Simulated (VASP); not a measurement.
# BN: kinetic-energy density

BN, P6_3/mmc (no. 194), 4 atoms in the cell. PBE; PAW potentials N, B (PBE set).

## Input

INCAR:
```
  ALGO = Normal
  EDIFF = 1E-7
  ENCUT = 520
  ISIF = 2
  ISMEAR = 0
  LASPH = True
  LCHARG = True
  LREAL = False
  LTAU = True
  LWAVE = False
  NELM = 100
  PREC = Accurate
  SIGMA = 0.02
```

KPOINTS:
```
k-points
0
Gamma
  10 10 4
```

POSCAR:
```
BN
1.0
    2.4982400000      0.0000000000      0.0000000000
   -1.2491200000      2.1635393048      0.0000000000
    0.0000000000      0.0000000000      6.6357000000
N B
2 2
Direct
    0.6666666667      0.3333333333      0.2500000000
    0.3333333333      0.6666666667      0.7500000000
    0.6666666667      0.3333333333      0.7500000000
    0.3333333333      0.6666666667      0.2500000000
```

Commands:
```
cat potpaw_PBE.64/N/POTCAR potpaw_PBE.64/B/POTCAR > POTCAR
mpirun -np 1 vasp_std > vasp.out
```

## Result

- Kinetic energy of the pseudo orbitals (eV): 402.09

VASP 6.6.1 took 12 s on 1 core (Intel Xeon Platinum 8488C (Sapphire Rapids)), a shared host.
